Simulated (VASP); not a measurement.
Level of theory: PBE GGA, VASP's PBE PAW potentials (set 64) (plane waves; VASP).

VASP input:

POSCAR:
```
CsCl
4.2098960
  0.9999999118   0.0000000000   0.0000000000
  0.0000000000   0.9999999118   0.0000000000
  0.0000000000   0.0000000000   0.9999999118
Cs Cl
1 1
Cart
  0.0000000000   0.0000000000   0.0000000000
  0.4999999559   0.4999999559   0.4999999559
```

**KPOINTS**
```
Automatic
0
Gamma
  6 6 6
```

**INCAR**
```
SYSTEM  =  CsCl
PREC  =  Accurate; ENCUT  =  520; LREAL  =  .FALSE.
LASPH  =  .TRUE.
EDIFF  =  1E-7; NELM  =  100; ALGO  =  Normal
LMAXMIX  =  4
ISMEAR  =  0; SIGMA  =  0.05
GGA  =  PE
ISIF  =  2
LWAVE  =  .FALSE.; LCHARG  =  .FALSE.
```

POTCAR, in this order: Cs_sv Cl (PBE.64 set). Program: vasp_std.

Output

File OSZICAR:
```
       N       E                     dE             d eps       ncg     rms          rms(c)
DAV:   1     0.999005561587E+02    0.99901E+02   -0.70063E+03   480   0.115E+03
DAV:   2     0.377406433576E+00   -0.99523E+02   -0.94247E+02   740   0.189E+02
DAV:   3    -0.690008002915E+01   -0.72775E+01   -0.72563E+01   568   0.588E+01
DAV:   4    -0.697810015651E+01   -0.78020E-01   -0.77966E-01   588   0.739E+00
DAV:   5    -0.697920515637E+01   -0.11050E-02   -0.11049E-02   600   0.884E-01    0.232E+00
DAV:   6    -0.658868550900E+01    0.39052E+00   -0.66293E-01   544   0.454E+00    0.179E+00
DAV:   7    -0.654025495858E+01    0.48431E-01   -0.19933E-01   660   0.248E+00    0.106E+00
DAV:   8    -0.654069476839E+01   -0.43981E-03   -0.17102E-02   564   0.985E-01    0.147E-01
DAV:   9    -0.654126242580E+01   -0.56766E-03   -0.39307E-03   624   0.398E-01    0.123E-01
DAV:  10    -0.654137928750E+01   -0.11686E-03   -0.38347E-04   564   0.153E-01    0.161E-02
DAV:  11    -0.654139393662E+01   -0.14649E-04   -0.29100E-05   628   0.403E-02    0.632E-03
DAV:  12    -0.654139379237E+01    0.14425E-06   -0.89427E-06   572   0.194E-02    0.234E-03
DAV:  13    -0.654139369236E+01    0.10001E-06   -0.34122E-07   600   0.450E-03    0.106E-03
DAV:  14    -0.654139376915E+01   -0.76787E-07   -0.20555E-07   456   0.268E-03
   1 F= -.65413938E+01 E0= -.65413938E+01  d E =-.279309E-14
```

File OUTCAR:
```
------------------------ aborting loop because EDIFF is reached ----------------------------------------
  FORCE on cell =-STRESS in cart. coord.  units (eV):
  Direction    XX          YY          ZZ          XY          YZ          ZX
  --------------------------------------------------------------------------------------
  Total       -0.0104761     -0.0104761     -0.0104761      0.0000000      0.0000000     -0.0000000
  in kB       -0.2249559     -0.2249559     -0.2249559      0.0000000      0.0000000     -0.0000000
  external PRESSURE =      -0.2249559 kB  Pullay stress =       0.0000000 kB
  volume of cell :       74.61
      direct lattice vectors                 reciprocal lattice vectors
     4.209895629  0.000000000  0.000000000     0.237535580  0.000000000  0.000000000
     0.000000000  4.209895629  0.000000000     0.000000000  0.237535580  0.000000000
     0.000000000  0.000000000  4.209895629     0.000000000  0.000000000  0.237535580
 POSITION                                       TOTAL-FORCE (eV/Angst)
 -----------------------------------------------------------------------------------
      0.00000      0.00000      0.00000         0.000000      0.000000      0.000000
      2.10495      2.10495      2.10495         0.000000      0.000000      0.000000
 -----------------------------------------------------------------------------------
    total drift:                                0.000000      0.000000     -0.000000
  FREE ENERGIE OF THE ION-ELECTRON SYSTEM (eV)
  ---------------------------------------------------
  free  energy   TOTEN  =        -6.5413937691 eV

  energy  without entropy=       -6.5413937691  energy(sigma->0) =       -6.54139377
```
(Selected blocks of OUTCAR.)

The compound is CsCl in the CsCl type structure. It was relaxed first, which changed the volume by +7 %.
